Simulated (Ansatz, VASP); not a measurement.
**One calculation of P, two programs**

```
P
1.0
    -1.46467    1.46467    1.46467
     1.46467   -1.46467    1.46467
     1.46467    1.46467   -1.46467
P
1
Direct
  0.00000 0.00000 0.00000
```

Alike in both runs: functional PBE; k mesh 18 × 18 × 18; occupations fermi-dirac, width 0.05 eV; no spin polarisation.

Ansatz relaxed the structure, and its values are those at the end. VASP's run is a single point on that final structure, the one shown.

```csv
,VASP,Ansatz
version,VASP 6.6.1,Ansatz 0.2.0
potentials or method,"VASP PAW PBE potentials, release 64 (P)","PAW with Ansatz's default frozen-core files, scalar-relativistic"
plane-wave cutoff (eV),520,420
valence electrons in the cell,5,5
```

|  | VASP | Ansatz | Ansatz less VASP |
| --- | --- | --- | --- |
| pressure (GPa) | 14.6 | 15.0 | +0.35 |
